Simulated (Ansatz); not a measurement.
## In2O3: band structure with r2SCAN

**What was measured.**

From “Fabrication and performance enhancement of an In2O3/BiVO4 heterojunction for N-butanol gas sensing applications”, 2024, pmc:11650617, for a powder of In2O3: band gap 3.08 eV (optical).

The system is In2O3.

```xyz
10
Lattice="2.7435 1.5840 4.8367 -2.7435 1.5840 4.8367 0.0000 -3.1679 4.8367" Properties=species:S:1:pos:R:3 pbc="T T T"
In    0.0000    0.0000   12.4396
In    0.0000    0.0000    9.3254
In    0.0000    0.0000    2.0704
In    0.0000    0.0000    5.1846
O    -1.9259   -0.1679    6.0458
O     0.8176    1.7519    6.0458
O     1.1084   -1.5840    6.0458
O     1.9259    0.1679    8.4642
O    -0.8176   -1.7519    8.4642
O    -1.1084    1.5840    8.4642
```

```
Program                             : Ansatz 0.2.0
Task                                : band structure
Functional                          : r2SCAN
Potentials or basis                 : Ansatz PAW
Cutoff                              : 500 eV (not typed: the program's choice for these potentials)
k mesh                              : 6 × 6 × 6
Occupations                         : fermi-dirac, width 0.05 eV
Spin                                : no spin polarisation
Path                                : [["G", "L", "B1"], ["B", "Z", "G", "X"], ["Q", "F", "P1", "Z"], ["L", "P"]]
Points for each segment of the path : 10
```

| Quantity | Value |
| --- | --- |
| Pressure | 2.1 GPa |
| Largest force | 0.131 eV/Å |
| Band gap on the k mesh | 1.89 eV, indirect (least direct gap 1.91 eV) |
| Band gap along the path | 1.88 eV, indirect (least direct gap 1.91 eV) |

Forces on the atoms (eV/Å):
```
In   0.000  0.000 -0.083
In   0.000  0.000  0.083
In   0.000  0.000  0.083
In   0.000  0.000 -0.083
O   -0.065 -0.113  0.000
O   -0.065  0.113  0.000
O    0.131  0.000  0.000
O    0.065  0.113  0.000
O    0.065 -0.113  0.000
O   -0.131  0.000  0.000
```

Stress tensor (GPa, compression positive):
```
2.32 0.00 0.00
0.00 2.32 0.00
0.00 0.00 1.56
```

Levels at the corners of the path, in eV from the valence-band top:
```
point  band 42  band 43  band 44  band 45  band 46  band 47
    Γ    -0.27    -0.03    -0.03     1.88     6.28     7.08
    L    -0.73    -0.07    -0.07     5.61     5.61     6.65
   B1    -0.35    -0.15    -0.15     6.30     6.30     6.61
    B    -0.35    -0.15    -0.15     6.30     6.30     6.61
    Z    -0.19    -0.19    -0.19     5.03     5.03     8.01
    Γ    -0.27    -0.03    -0.03     1.88     6.28     7.08
    X    -0.26    -0.20    -0.06     6.01     6.21     6.43
    Q    -0.26    -0.20    -0.06     6.01     6.21     6.43
    F    -0.33    -0.08    -0.03     5.89     6.18     7.23
   P1    -0.37    -0.31    -0.10     6.17     6.31     6.43
    Z    -0.19    -0.19    -0.19     5.03     5.03     8.01
    L    -0.73    -0.07    -0.07     5.61     5.61     6.65
    P    -0.37    -0.31    -0.10     6.17     6.31     6.43
```

Wall time 16 s on 4 threads of Arm Neoverse V2, with other jobs on the host, peak memory 1.1 GiB.

A measured gap of In2O3 is 3.08 eV (optical; powder; “Fabrication and performance enhancement of an In2O3/BiVO4 heterojunction for N-butanol gas sensing applications”, 2024, pmc:11650617); the calculated 1.88 eV misses it by -1.20 eV. Spin-orbit coupling on In is left out. The value is that of r2SCAN, without temperature or zero-point motion.

Caveat: spin-orbit coupling is left out, which moves the levels of the heavy elements; the PAW data sets come from PBE, with cores solved anew for the run's functional, which leaves a small shift of forces and pressure.
